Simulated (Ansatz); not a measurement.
## What a change of settings does to a run on MgB$_{2}$

The cell is COD entry 1000026, as deposited and not checked against the literature; nothing was relaxed.

First run: DFT, PBE, PAW with Ansatz's default frozen-core files, scalar-relativistic (Ansatz 0.2.0).

Command: `ansatz run input.yaml --threads 1 --pin off --max-ram 4096MiB --backend cpu --events-out ev --progress --plain --runs-dir out` The run took 18 s on 1 thread of Arm Neoverse V2, with other jobs on the host, peak memory 0.35 GiB.

```yaml
crystal:
  lattice:
    - [3.0850007055, 0.0, 0.0]
    - [-1.5425003528, 2.6716889817, 0.0]
    - [0.0, 0.0, 3.523]
  atoms:
    - { symbol: Mg, position: [0.0, 0.0, 0.0] }
    - { symbol: B, position: [0.3333333333, 0.6666666667, 0.5] }
    - { symbol: B, position: [0.6666666667, 0.3333333333, 0.5] }
kpoints:
  mp_grid: { grid: [15, 15, 12] }
  band_path:
    path:
      - [0.0, 0.0, 0.0]
      - [0.5, 0.0, 0.0]
      - [0.3333333333, 0.3333333333, 0.0]
      - [0.0, 0.0, 0.0]
      - [0.0, 0.0, 0.5]
      - [0.5, 0.0, 0.5]
      - [0.3333333333, 0.3333333333, 0.5]
      - [0.0, 0.0, 0.5]
      - [0.5, 0.0, 0.5]
    npoints: 14
scf:
  occupations: { method: fermi_dirac, width: 0.05 }
hamiltonian:
  xc: pbe
  pseudopotentials: { kind: paw }
output:
  forces: true
  stress: true
  eigenvalues: true
  efg: { contact_densities: true }
  populations: true
  bader: true
  dos: { projected: true, de: 0.2, e_range: [-14, 8] }
  write_density: true
  write_potential: true
  elf: true
  volumetric_format: npy
```

Result: converged; pressure -1.05 GPa; no gap on the k mesh; 6 SCF iterations.

The input is then changed:

```diff
@@ -25,5 +25,5 @@
   occupations: { method: fermi_dirac, width: 0.05 }
 hamiltonian:
-  xc: pbe
+  xc: revpbe
   pseudopotentials: { kind: paw }
 output:
@@ -33,6 +33,4 @@
   efg: { contact_densities: true }
   populations: true
-  bader: true
-  dos: { projected: true, de: 0.2, e_range: [-14, 8] }
   write_density: true
   write_potential: true
```

(1) What does the second run give?

Results:

(1) It converged; pressure 1.64 GPa; no gap on the k mesh; 6 SCF iterations.
